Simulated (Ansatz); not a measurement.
**Band table of PbS (rocksalt type)**

```
CELL_PARAMETERS angstrom
0.00000 2.95128 2.95128
2.95128 0.00000 2.95128
2.95128 2.95128 0.00000
ATOMIC_POSITIONS crystal
Pb 0.00000 0.00000 0.00000
S 0.50000 0.50000 0.50000
```

The cell comes from a relaxation on PAW files under the same functional, begun from a prototype that needn't be the stable phase.

All numbers are PBEsol results (scalar-relativistic) from Ansatz 0.2.0, with a Γ-centred 14×14×14 k mesh, Fermi–Dirac smearing of 0.1 eV, no spin polarisation. Methods: LAPW: all electrons, basis error target 1 meV/atom.

Spin–orbit coupling is left out, which matters for the heavy atoms.

Path points, in fractions of the reciprocal vectors: Γ (0.000, 0.000, 0.000), X (0.500, 0.000, 0.500), U (0.625, 0.250, 0.625), K (0.375, 0.375, 0.750), L (0.500, 0.500, 0.500), W (0.500, 0.250, 0.750). The distance column jumps between branches of the path. Levels in eV from the valence-band top; bands 16 to 28, counted from the lowest band of the run. The gap is 0.19 eV, the pressure 0.01 GPa.

```
# k(1/Å) point b16 b17 b18 b19 b20 b21 b22 b23 b24 b25 b26 b27 b28
0.000 Γ -16.81 -16.81 -16.81 -16.80 -16.80 -13.76 -6.04 -2.27 -2.27 -2.27 5.18 5.18 5.18
0.152 - -16.81 -16.81 -16.81 -16.80 -16.80 -13.70 -6.26 -2.34 -2.34 -1.94 4.16 4.99 4.99
0.304 - -16.82 -16.82 -16.80 -16.80 -16.80 -13.52 -6.70 -2.53 -2.53 -1.28 2.60 4.78 4.78
0.456 - -16.85 -16.82 -16.79 -16.79 -16.79 -13.22 -7.13 -2.81 -2.81 -1.31 2.03 4.78 4.79
0.608 - -16.89 -16.83 -16.78 -16.77 -16.77 -12.84 -7.42 -3.10 -3.10 -2.47 2.88 4.27 4.98
0.760 - -16.93 -16.84 -16.78 -16.76 -16.76 -12.43 -7.51 -3.82 -3.36 -3.36 3.91 4.11 5.28
0.912 - -16.96 -16.84 -16.77 -16.75 -16.75 -12.11 -7.40 -4.93 -3.53 -3.53 3.69 5.14 5.56
1.064 X -16.97 -16.84 -16.77 -16.75 -16.75 -11.99 -7.27 -5.41 -3.59 -3.59 3.62 5.55 5.68
1.118 - -16.97 -16.84 -16.77 -16.75 -16.75 -11.99 -7.30 -5.40 -3.57 -3.56 3.63 5.53 5.63
1.172 - -16.97 -16.84 -16.77 -16.75 -16.75 -11.99 -7.37 -5.37 -3.54 -3.48 3.66 5.49 5.50
1.226 - -16.96 -16.84 -16.78 -16.75 -16.75 -11.98 -7.49 -5.33 -3.49 -3.36 3.69 5.28 5.43
1.280 - -16.96 -16.83 -16.78 -16.75 -16.75 -11.98 -7.63 -5.26 -3.41 -3.20 3.69 5.02 5.35
1.333 - -16.95 -16.83 -16.78 -16.76 -16.75 -11.98 -7.79 -5.18 -3.32 -3.02 3.61 4.72 5.24
1.387 - -16.94 -16.82 -16.79 -16.76 -16.75 -11.99 -7.95 -5.09 -3.20 -2.81 3.45 4.40 5.12
1.441 U -16.93 -16.82 -16.79 -16.77 -16.76 -12.00 -8.10 -4.98 -3.07 -2.59 3.23 4.08 4.99
2.093 K -16.93 -16.82 -16.79 -16.77 -16.76 -12.00 -8.10 -4.98 -3.07 -2.59 3.23 4.08 4.99
2.254 - -16.89 -16.81 -16.80 -16.78 -16.76 -12.13 -8.41 -4.56 -2.60 -1.87 2.37 3.15 4.59
2.415 - -16.86 -16.82 -16.79 -16.78 -16.77 -12.41 -8.39 -4.05 -2.12 -1.10 1.54 2.47 4.23
2.577 - -16.84 -16.82 -16.80 -16.79 -16.78 -12.79 -8.06 -3.50 -1.82 -0.56 1.13 2.26 4.04
2.738 - -16.82 -16.82 -16.81 -16.80 -16.78 -13.18 -7.50 -3.00 -1.83 -0.85 1.78 2.69 4.08
2.899 - -16.81 -16.81 -16.81 -16.80 -16.79 -13.49 -6.86 -2.60 -2.02 -1.47 3.00 3.58 4.40
3.060 - -16.81 -16.81 -16.81 -16.80 -16.80 -13.69 -6.29 -2.35 -2.20 -2.03 4.35 4.62 4.90
3.222 Γ -16.81 -16.81 -16.81 -16.80 -16.80 -13.76 -6.04 -2.27 -2.27 -2.27 5.18 5.18 5.18
3.353 - -16.81 -16.81 -16.81 -16.80 -16.80 -13.71 -6.21 -2.25 -2.25 -2.14 4.63 4.86 4.86
3.485 - -16.81 -16.81 -16.81 -16.80 -16.80 -13.58 -6.65 -2.21 -2.21 -1.82 3.65 4.18 4.18
3.617 - -16.82 -16.82 -16.81 -16.79 -16.79 -13.37 -7.23 -2.14 -2.14 -1.42 2.68 3.46 3.46
3.749 - -16.82 -16.82 -16.81 -16.78 -16.78 -13.10 -7.85 -2.06 -2.06 -1.03 1.84 2.81 2.81
3.880 - -16.83 -16.83 -16.81 -16.77 -16.77 -12.80 -8.42 -1.96 -1.96 -0.67 1.14 2.29 2.29
4.012 - -16.83 -16.83 -16.81 -16.76 -16.76 -12.56 -8.84 -1.89 -1.89 -0.31 0.57 1.95 1.95
4.144 L -16.84 -16.84 -16.81 -16.76 -16.76 -12.46 -9.00 -1.86 -1.86 0.00 0.19 1.83 1.83
4.251 - -16.84 -16.83 -16.81 -16.76 -16.76 -12.43 -8.97 -2.14 -1.94 -0.32 0.44 1.95 2.24
4.359 - -16.85 -16.83 -16.80 -16.77 -16.76 -12.37 -8.87 -2.71 -2.26 -0.77 0.89 2.34 2.99
4.466 - -16.87 -16.82 -16.80 -16.78 -16.76 -12.27 -8.71 -3.31 -2.82 -0.99 1.26 2.97 3.69
4.574 - -16.89 -16.81 -16.79 -16.78 -16.76 -12.16 -8.52 -3.84 -3.47 -1.06 1.57 3.66 4.19
4.681 - -16.91 -16.81 -16.79 -16.79 -16.75 -12.05 -8.30 -4.26 -4.05 -1.08 1.82 4.21 4.45
4.789 - -16.92 -16.80 -16.79 -16.79 -16.75 -11.98 -8.13 -4.52 -4.46 -1.07 2.01 4.49 4.54
4.896 W -16.92 -16.80 -16.79 -16.79 -16.75 -11.95 -8.06 -4.61 -4.61 -1.07 2.08 4.56 4.56
4.972 - -16.93 -16.81 -16.80 -16.78 -16.75 -11.95 -8.03 -4.80 -4.41 -1.26 2.31 4.36 4.77
5.048 - -16.93 -16.82 -16.79 -16.77 -16.75 -11.96 -7.94 -4.98 -4.20 -1.71 2.87 4.16 4.97
5.124 - -16.94 -16.82 -16.79 -16.76 -16.75 -11.97 -7.80 -5.13 -4.01 -2.24 3.57 3.99 5.16
5.200 - -16.95 -16.83 -16.78 -16.76 -16.75 -11.98 -7.63 -5.25 -3.84 -2.76 3.84 4.31 5.32
5.277 - -16.96 -16.84 -16.78 -16.75 -16.75 -11.98 -7.45 -5.33 -3.70 -3.19 3.72 4.99 5.44
5.353 - -16.97 -16.84 -16.77 -16.75 -16.75 -11.99 -7.32 -5.39 -3.62 -3.48 3.64 5.49 5.52
5.429 X -16.97 -16.84 -16.77 -16.75 -16.75 -11.99 -7.27 -5.41 -3.59 -3.59 3.62 5.55 5.68
```
